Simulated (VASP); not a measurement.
# Results of a VASP single-point calculation on MgI2 (strained measured structure)

POSCAR

```
Mg I
 1.0000000000000000
     4.1724330190829093   -0.0000000000288676    0.0000000000000000
    -2.0862165095164547    3.6134329901292346    0.0000000000000000
     0.0000000000000000    0.0000000000000000    6.8756120273999999
 Mg  I
   1   2
Cartesian
  0.0000000000000000  0.0000000000000000 -0.0000000000000000
  0.0000000000166667  2.4089553267432002  1.6630989708894235
  2.0862165095497880  1.2044776633571663  5.2125130565105762
```

| Quantity | Value |
| --- | --- |
| gap between bands v and c | 3.46 eV |
| least direct gap | 3.63 eV |

Band v is the last that the valence electrons fill when counted band by band, and c is the next. Levels in eV from the top of v:

| point | v−1 | v | c | c+1 |
| --- | --- | --- | --- | --- |
| Γ | -0.11 | 0.00 | 3.63 | 4.72 |
| M | -0.91 | -0.48 | 3.59 | 5.30 |
| K | -1.22 | -1.22 | 3.88 | 7.37 |
| A | -0.21 | -0.21 | 4.57 | 4.81 |
| L | -0.80 | -0.71 | 3.50 | 5.20 |
| H | -0.55 | -0.55 | 4.77 | 5.78 |

Problem. Which of these levels of theory gave these results?
A. PBE0
B. PBE
C. HSE06
D. PBE with spin–orbit coupling
E. LDA
F. PBEsol
G. r²SCAN

Solution. B.

The INCAR was:

```
LREAL = .FALSE.
NBANDS = 15
LCHARG = .FALSE.
GGA = PE
PREC = Accurate
ISMEAR = -1
ISIF = 2
NELM = 120
LWAVE = .FALSE.
IBRION = -1
SIGMA = 0.02
NSW = 0
ENCUT = 520
LASPH = .TRUE.
EDIFF = 1E-7
```
